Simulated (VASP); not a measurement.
# Band-edge properties of SiTe2 (Fm-3m)

The runs below take SiTe2 at its given cell and follow the band edges through several levels. The cell is generated by rule, not measured, and may not be a known phase.

Calculated with VASP 6.6.1; PBEsol; plane waves and PAW (Si, Te), in the first sound run; inputs show where later runs differ.

Most raw output is cut from this account.

The structure was built from a prototype and need not be the compound's stable phase.

**1. The structure**

Symmetry: Fm-3m, No. 225, cubic system. Conventional cell: a = 6.269 Å, b = 6.269 Å, c = 6.269 Å, α = 90.00°, β = 90.00°, γ = 90.00°. Nearest to Si lie 8 Te at 2.71 Å. Nearest to Te lie 4 Si at 2.71 Å and 6 Te at 3.13 Å. Farther neighbours and most contacts between anions are not listed.

**2. Relaxation of the atoms**

The cell is kept as given; the atoms are relaxed first, so that no residual force shifts the band edges.

INCAR

```
SYSTEM = SiTe2
PREC = Accurate
ENCUT = 400
EDIFF = 1E-06
NELM = 100
ISMEAR = 0
SIGMA = 0.02
LREAL = .FALSE.
ALGO = Normal
GGA = PS
NBANDS = 14
LORBIT = 11
LWAVE = .FALSE.
LCHARG = .FALSE.
KPAR = 4
IBRION = 2
NSW = 40
ISIF = 2
EDIFFG = -0.005
```

POSCAR

```
SiTe2
1.0
    0.0000000000      3.1343200000      3.1343200000
    3.1343200000      0.0000000000      3.1343200000
    3.1343200000      3.1343200000      0.0000000000
Si Te
1 2
Direct
    0.0000000000      0.0000000000      0.0000000000
    0.2500000000      0.2500000000      0.2500000000
    0.7500000000      0.7500000000      0.7500000000
```

KPOINTS

```
Automatic mesh
0
Gamma
8 8 8
0 0 0
```

The projector-augmented-wave data sets are Si and Te (PBE family, release 64).

Started as:

```
$ mpirun -np 4 vasp_std
```

It took 3.2 s on 4 MPI ranks of Intel Xeon 6975P-C (Granite Rapids), shared host; peak memory 0.62 GiB; 10 s of CPU time.

The PAW data sets were made with PBE, which is usual practice but a small mismatch for other functionals. The run keeps the 48 symmetry operations of its start, so it cannot find a distortion of lower symmetry.

The forces vanish from the start, and no atom moves.

This step gave:

- SCF cycles: 11
- electrons: 16
- bands: 14
- irreducible k-points: 29
- symmetry operations: 48
- free energy (TOTEN): -10.50 eV
- energy at zero smearing: -10.50 eV
- Fermi energy: 10.79 eV
- pressure: 25.02 GPa
- metallic: yes

**3. Bands on a dense mesh**

A dense even mesh and a path are solved together, since either alone can miss a band edge.

Changes to INCAR since step 2:

```diff
@@ -10,3 +10,3 @@
 GGA = PS
-NBANDS = 14
+NBANDS = 21
 LORBIT = 11
@@ -15,5 +15,2 @@
 KPAR = 4
-IBRION = 2
-NSW = 40
 ISIF = 2
-EDIFFG = -0.005
```

POSCAR is that of step 2.

KPOINTS

```
Automatic mesh
0
Gamma
12 12 12
0 0 0
```

KPOINTS_OPT

```
Line mode
24
Line-mode
Reciprocal
  0.00000000   0.00000000   0.00000000 GAMMA
  0.50000000   0.00000000   0.50000000 X

  0.50000000   0.00000000   0.50000000 X
  0.50000000   0.25000000   0.75000000 W

  0.50000000   0.25000000   0.75000000 W
  0.37500000   0.37500000   0.75000000 K

  0.37500000   0.37500000   0.75000000 K
  0.00000000   0.00000000   0.00000000 GAMMA

  0.00000000   0.00000000   0.00000000 GAMMA
  0.50000000   0.50000000   0.50000000 L

  0.50000000   0.50000000   0.50000000 L
  0.62500000   0.25000000   0.62500000 U

  0.62500000   0.25000000   0.62500000 U
  0.50000000   0.25000000   0.75000000 W

  0.50000000   0.25000000   0.75000000 W
  0.50000000   0.50000000   0.50000000 L

  0.50000000   0.50000000   0.50000000 L
  0.37500000   0.37500000   0.75000000 K

  0.62500000   0.25000000   0.62500000 U
  0.50000000   0.00000000   0.50000000 X
```

Started as:

```
$ mpirun -np 4 vasp_std
```

It took 20 s on 4 MPI ranks; peak memory 0.89 GiB; 77 s of CPU time.

This step gave:

```
bands                   : 21
irreducible k-points    : 72
free energy (TOTEN)     : -10.52 eV
energy at zero smearing : -10.52 eV
Fermi energy            : 10.71 eV
pressure                : 24.56 GPa
```

The electronic bands at the labelled points (eV, zero at the Fermi level; # counts the bands kept):

```tsv
point	#4	#5	#6	#7	#8	#9	#10	#11
Γ	-4.79	-3.22	-2.90	-2.90	-2.90	1.24	1.24	1.24
0.48 of the way	-6.35	-2.19	-1.55	-0.96	-0.96	0.78	3.01	3.01
X	-7.28	-3.33	1.06	1.06	3.14	3.21	4.34	4.34
0.48 of the way	-6.28	-2.55	-0.93	1.22	2.53	2.88	4.01	4.36
W	-3.87	-3.87	-1.16	0.61	1.50	2.43	4.35	4.35
0.48 of the way	-5.23	-2.51	-1.42	0.81	1.27	2.40	3.89	4.76
K	-6.56	-1.60	-1.10	-0.55	2.41	2.42	2.80	5.27
0.52 of the way	-4.48	-4.11	-3.73	-0.43	-0.39	0.55	2.37	3.55
Γ	-4.79	-3.22	-2.90	-2.90	-2.90	1.24	1.24	1.24
0.52 of the way	-5.07	-3.34	-3.10	-3.10	0.48	1.25	1.25	2.58
L	-5.14	-3.67	-3.67	-3.06	2.23	3.34	3.34	4.24
0.48 of the way	-5.61	-3.14	-2.37	-0.48	0.51	2.77	2.79	4.85
U	-6.56	-1.60	-1.10	-0.55	2.41	2.42	2.80	5.27
0.52 of the way	-5.23	-2.51	-1.42	0.81	1.27	2.40	3.89	4.76
W	-3.87	-3.87	-1.16	0.61	1.50	2.43	4.35	4.35
0.48 of the way	-4.40	-4.10	-1.12	0.12	0.19	1.67	4.15	4.21
L	-5.14	-3.67	-3.67	-3.06	2.23	3.34	3.34	4.24
0.48 of the way	-5.61	-3.14	-2.37	-0.48	0.51	2.77	2.79	4.85
K	-6.56	-1.60	-1.10	-0.55	2.41	2.42	2.80	5.27
jump to U	-6.56	-1.60	-1.10	-0.55	2.41	2.42	2.80	5.27
0.48 of the way	-7.03	-2.82	0.15	0.50	2.98	3.49	3.75	4.09
X	-7.28	-3.33	1.06	1.06	3.14	3.21	4.34	4.34
```

Of the projections kept (Si, Te), the largest for each band there; the rest of the weight can lie on other orbitals:

```tsv
point	#4	#5	#6	#7	#8	#9	#10	#11
Γ	Te 1.00	Si 0.73	Si 0.51	Si 0.51	Si 0.51	Te 0.94	Te 0.94	Te 0.94
X	Te 0.80	Te 0.52	Te 1.00	Te 1.00	Si 0.65	Te 1.00	Si 0.58	Si 0.58
W	Te 0.87	Te 0.87	Te 0.58	Si 0.61	Te 1.00	Te 1.00	Si 0.55	Si 0.55
K	Te 0.86	Te 0.59	Te 0.81	Te 1.00	Si 0.54	Te 1.00	Si 0.55	Te 0.53
Γ	Te 1.00	Si 0.73	Si 0.51	Si 0.51	Si 0.51	Te 0.94	Te 0.94	Te 0.94
L	Te 0.71	Te 1.00	Te 1.00	Te 0.94	Te 0.73	Te 0.60	Te 0.60	Si 0.77
```

At 24.6 GPa the cell is away from the equilibrium volume of this level: left free, it would expand.

**4. Bands with spin-orbit coupling**

This step: PBEsol, spin-orbit coupling; plane waves and PAW (Si, Te); invented cell (VASP 6.6.1).

Spin-orbit coupling can split and shift the band edges, more so for heavy elements, so the bands are solved again with spinors.

Changes to INCAR since step 3:

```diff
@@ -10,3 +10,8 @@
 GGA = PS
-NBANDS = 21
+LNONCOLLINEAR = .TRUE.
+MAGMOM = 0 0 0 0 0 0 0 0 0
+NBANDS = 28
+GGA_COMPAT = .FALSE.
+LASPH = .TRUE.
+LSORBIT = .TRUE.
 LORBIT = 11
```

POSCAR is that of step 3.

KPOINTS

```
Automatic mesh
0
Gamma
8 8 8
0 0 0
```

Changes to KPOINTS_OPT since step 3:

```diff
@@ -1,3 +1,3 @@
 Line mode
-24
+16
 Line-mode
```

Started as:

```
$ mpirun -np 4 vasp_ncl
```

It took 50 s on 4 MPI ranks; peak memory 1.2 GiB; 3.3 min of CPU time.

LASPH is on here and off in the session's scalar semilocal runs, so a comparison with those holds both changes.

This step gave:

```yaml
scf_cycles: 13
bands: 28
irreducible_k_points: 29
free_energy_toten: -10.74 eV
energy_at_zero_smearing: -10.74 eV
fermi_energy: 10.78 eV
pressure: 25.26 GPa
```

The spin moment in the PAW sphere vanishes on all atoms.

On-site spin-orbit energy by atom:

```tsv
atom	on-site spin-orbit energy (eV)
Si1	0.000
Te2	-0.233
Te3	-0.233
```

Electronic bands along the path, in eV, zero at the Fermi level; # counts the bands kept:

```tsv
point	#11	#12	#13	#14	#15	#16	#17	#18
Γ	-3.20	-3.20	-2.88	-2.88	-2.88	-2.88	0.78	0.78
0.53 of the way	-1.05	-1.05	-0.92	-0.92	-0.54	-0.54	1.02	1.02
X	0.63	0.63	1.34	1.34	3.06	3.06	3.07	3.07
0.47 of the way	-0.96	-0.96	1.16	1.16	2.44	2.44	2.87	2.87
W	-1.24	-1.24	0.53	0.53	1.43	1.43	2.36	2.36
0.47 of the way	-1.49	-1.49	0.77	0.77	1.15	1.15	2.33	2.33
K	-1.22	-1.22	-0.54	-0.54	2.18	2.18	2.47	2.47
0.47 of the way	-3.48	-3.48	-0.53	-0.53	-0.05	-0.05	0.60	0.60
Γ	-3.20	-3.20	-2.88	-2.88	-2.88	-2.88	0.78	0.78
0.53 of the way	-3.36	-3.36	-2.99	-2.99	0.43	0.43	1.15	1.15
L	-3.51	-3.51	-3.11	-3.11	2.17	2.17	3.11	3.11
0.47 of the way	-2.49	-2.49	-0.64	-0.64	0.53	0.53	2.69	2.69
U	-1.22	-1.22	-0.54	-0.54	2.18	2.18	2.47	2.47
0.53 of the way	-1.49	-1.49	0.77	0.77	1.15	1.15	2.33	2.33
W	-1.24	-1.24	0.53	0.53	1.43	1.43	2.36	2.36
0.47 of the way	-1.14	-1.14	-0.10	-0.10	0.33	0.33	1.55	1.55
L	-3.51	-3.51	-3.11	-3.11	2.17	2.17	3.11	3.11
0.47 of the way	-2.49	-2.49	-0.64	-0.64	0.53	0.53	2.69	2.69
K	-1.22	-1.22	-0.54	-0.54	2.18	2.18	2.47	2.47
jump to U	-1.22	-1.22	-0.54	-0.54	2.18	2.18	2.47	2.47
0.47 of the way	-0.11	-0.11	0.55	0.55	2.82	2.82	3.44	3.44
X	0.63	0.63	1.34	1.34	3.06	3.06	3.07	3.07
```

Of the projections kept (Si, Te), the largest for each band there; the rest of the weight can lie on other orbitals:

```tsv
point	#11	#12	#13	#14	#15	#16	#17	#18
Γ	Te 0.54	Te 0.54	Si 0.54	Si 0.54	Si 0.54	Si 0.54	Te 0.89	Te 0.89
X	Te 1.00	Te 1.00	Te 1.00	Te 1.00	Si 0.65	Si 0.65	Te 0.97	Te 0.97
W	Te 0.59	Te 0.59	Si 0.61	Si 0.61	Te 1.00	Te 1.00	Te 0.99	Te 0.99
K	Te 0.82	Te 0.82	Te 0.97	Te 0.97	Te 0.78	Te 0.78	Te 0.75	Te 0.75
Γ	Te 0.54	Te 0.54	Si 0.54	Si 0.54	Si 0.54	Si 0.54	Te 0.89	Te 0.89
L	Te 1.00	Te 1.00	Te 0.94	Te 0.94	Te 0.73	Te 0.73	Te 0.59	Te 0.59
```

**5. Orbitals for bands with HSE06**

This step: PBE; plane waves and PAW (Si, Te); invented cell (VASP 6.6.1).

The hybrid starts from PBE orbitals, which saves many expensive cycles.

INCAR

```
SYSTEM = SiTe2
PREC = Accurate
ENCUT = 400
EDIFF = 1E-05
NELM = 100
ISMEAR = 0
SIGMA = 0.02
LREAL = .FALSE.
ALGO = Normal
GGA = PE
NBANDS = 14
LORBIT = 11
LWAVE = .TRUE.
LCHARG = .FALSE.
KPAR = 4
```

POSCAR is that of step 4.

KPOINTS

```
Automatic mesh
0
Gamma
4 4 4
0 0 0
```

Started as:

```
$ mpirun -np 4 vasp_std
```

Run time: 2 s. Hardware: 4 MPI ranks; peak memory 0.59 GiB.

The k-mesh is coarse for a metal.

This step gave:

* SCF cycles: 11
* bands: 14
* irreducible k-points: 8
* free energy (TOTEN): -8.941 eV
* energy at zero smearing: -8.941 eV
* Fermi energy: 11.27 eV
* pressure: 27.67 GPa

The run ends at a pressure of 27.67 GPa.

**6. Bands with HSE06**

This step: HSE06; plane waves and PAW (Si, Te); invented cell (VASP 6.6.1).

A quarter of screened exact exchange corrects much of the semilocal gap error; its cost forces a coarser mesh.

INCAR

```
SYSTEM = SiTe2
PREC = Accurate
ENCUT = 400
EDIFF = 1E-06
NELM = 100
ISMEAR = 0
SIGMA = 0.02
LREAL = .FALSE.
ALGO = Normal
LHFCALC = .TRUE.
AEXX = 0.25
GGA = PE
HFSCREEN = 0.2
LASPH = .TRUE.
NBANDS = 14
PRECFOCK = Fast
LORBIT = 11
LWAVE = .FALSE.
LCHARG = .FALSE.
KPAR = 4
ISIF = 2
```

POSCAR is that of step 5.

KPOINTS is that of step 5.

Changes to KPOINTS_OPT since step 4:

```diff
@@ -1,3 +1,3 @@
 Line mode
-16
+8
 Line-mode
```

The run starts from files that an earlier step left in the folder.

Started as:

```
$ mpirun -np 4 vasp_std
```

It took 1.7 min on 4 MPI ranks; peak memory 1.1 GiB; 6.6 min of CPU time.

The k-mesh is coarse for exact exchange; in a metal the Fermi energy and the levels can shift by several tenths of an eV on a finer one.

Numbers from this step:

```yaml
free_energy_toten: -11.43 eV
energy_at_zero_smearing: -11.43 eV
fermi_energy: 11.15 eV
pressure: 24.96 GPa
```

Electronic bands along the path, in eV, zero at the Fermi level; # counts the bands kept:

```tsv
point	#3	#4	#5	#6	#7	#8	#9	#10
Γ	-5.89	-4.08	-3.73	-3.73	-3.73	1.09	1.09	1.09
0.57 of the way	-7.96	-3.29	-1.06	-1.05	-1.05	1.18	3.74	3.74
X	-8.67	-4.19	0.70	0.70	3.18	3.19	4.49	4.49
0.43 of the way	-7.75	-3.46	-1.20	0.85	2.75	2.89	4.03	4.51
W	-4.83	-4.83	-1.77	0.38	1.20	2.33	4.49	4.49
0.43 of the way	-6.20	-3.46	-2.00	0.57	0.97	2.28	4.10	4.87
K	-7.85	-2.23	-1.68	-1.12	2.30	2.32	2.83	5.54
0.43 of the way	-6.11	-4.64	-4.21	-0.75	-0.33	0.61	3.07	4.63
Γ	-5.89	-4.08	-3.73	-3.73	-3.73	1.09	1.09	1.09
0.57 of the way	-6.22	-4.10	-4.07	-4.07	0.24	1.32	1.32	3.10
L	-6.28	-4.60	-4.60	-3.82	2.03	3.40	3.40	4.34
0.43 of the way	-6.64	-4.22	-3.37	-1.32	0.39	2.86	2.86	4.89
U	-7.85	-2.23	-1.68	-1.12	2.30	2.32	2.83	5.54
0.57 of the way	-6.20	-3.46	-2.00	0.57	0.97	2.28	4.10	4.87
W	-4.83	-4.83	-1.77	0.38	1.20	2.33	4.49	4.49
0.43 of the way	-5.34	-5.04	-1.38	-0.51	0.19	1.35	4.35	4.40
L	-6.28	-4.60	-4.60	-3.82	2.03	3.40	3.40	4.34
0.43 of the way	-6.64	-4.22	-3.37	-1.32	0.39	2.86	2.86	4.89
K	-7.85	-2.23	-1.68	-1.12	2.30	2.32	2.83	5.54
jump to U	-7.85	-2.23	-1.68	-1.12	2.30	2.32	2.83	5.54
0.43 of the way	-8.33	-3.49	-0.43	-0.04	2.89	3.39	3.75	4.36
X	-8.67	-4.19	0.70	0.70	3.18	3.19	4.49	4.49
```

Of the projections kept (Si, Te), the largest for each band there; the rest of the weight can lie on other orbitals:

```tsv
point	#3	#4	#5	#6	#7	#8	#9	#10
Γ	Te 1.00	Si 0.74	Te 0.52	Te 0.52	Te 0.52	Te 0.93	Te 0.93	Te 0.93
X	Te 0.81	Te 0.53	Te 1.00	Te 1.00	Si 0.64	Te 1.00	Si 0.57	Si 0.57
W	Te 0.88	Te 0.88	Te 0.59	Si 0.60	Te 1.00	Te 1.00	Si 0.53	Si 0.53
K	Te 0.87	Te 0.60	Te 0.83	Te 1.00	Te 1.00	Si 0.53	Si 0.54	Te 0.53
Γ	Te 1.00	Si 0.74	Te 0.52	Te 0.52	Te 0.52	Te 0.93	Te 0.93	Te 0.93
L	Te 0.73	Te 1.00	Te 1.00	Te 0.95	Te 0.73	Te 0.61	Te 0.61	Si 0.74
```

**7. Outcome**

```
gap, PBEsol                            : none
gap with spin-orbit coupling           : none
gap, HSE06 without spin-orbit coupling : none
```

At this level the bands overlap or touch. Masses were not obtained, since there is no gap at this level. The strain response was not obtained, since there is no gap at this level.

[Lines on the potential files, build, host, timing and source positions are cut from VASP's logs without a mark.]

[Logs are printed without paths, hosts, clocks, repeated set-up lines and the standing remarks that a program may print on its own settings, such as how far it seeks lower states.]

[Hosts, paths, dates, database ids (printed as entryN), source tags and the programs' standing remarks are cut or masked in the printed files.]

[In band tables of VASP the shares of atoms and orbitals are scaled to a sum of 1 inside the atoms' spheres.]

[Gaps and slopes under strain along one axis are those of the sampled path and mesh points; where strain splits equal valleys, another of them can be the edge.]
